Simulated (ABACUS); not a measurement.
HgSe under changes of volume

One of the cells (28.067 Å³/atom); the others are scaled copies at fixed shape and fractional positions:

```
Hg Se
1.0
     0.00000    3.03900    3.03900
     3.03900    0.00000    3.03900
     3.03900    3.03900    0.00000
Hg Se
1 1
Direct
  0.00000 0.00000 0.00000
  0.75000 0.75000 0.75000
```

```yaml
Program: ABACUS 3.10.1
Functional: PBEsol
Potentials_or_basis: PseudoDojo NC SR 0.4.1 PBEsol standard
Cutoff: 1184 eV
Density_cutoff: 4735 eV
Basis: plane waves
k_mesh: 8 × 8 × 8
Occupations: fermi-dirac, width 0.05 eV
Spin: no spin polarisation
```

| volume (Å³/atom) | energy over the lowest point (meV/atom) | pressure (GPa) |
| --- | --- | --- |
| 26.383 | 39.00 | 5.7 |
| 26.944 | ? | ? |
| 27.505 | 10.18 | 2.7 |
| 28.067 | 3.03 | 1.4 |
| 28.628 | 0.00 | 0.3 |
| 29.189 | 0.64 | -0.7 |
| 29.751 | 4.55 | -1.6 |

What does the run at 26.944 Å³/atom give?

Energy over the lowest point 21.98 meV/atom; pressure 4.1 GPa.

Worked out: A Birch-Murnaghan fit of order 3 (a polynomial in V^(-2/3)) to the other rows has its minimum at 28.80 Å³/atom with B0 = V·E''(V) = 52 GPa and B' = 5.1. It gives 21.98 meV/atom at 26.944 Å³/atom, against the run's 21.98, and -dE/dV = 4.1 GPa, against 4.1.

Energies are extrapolated to zero smearing.
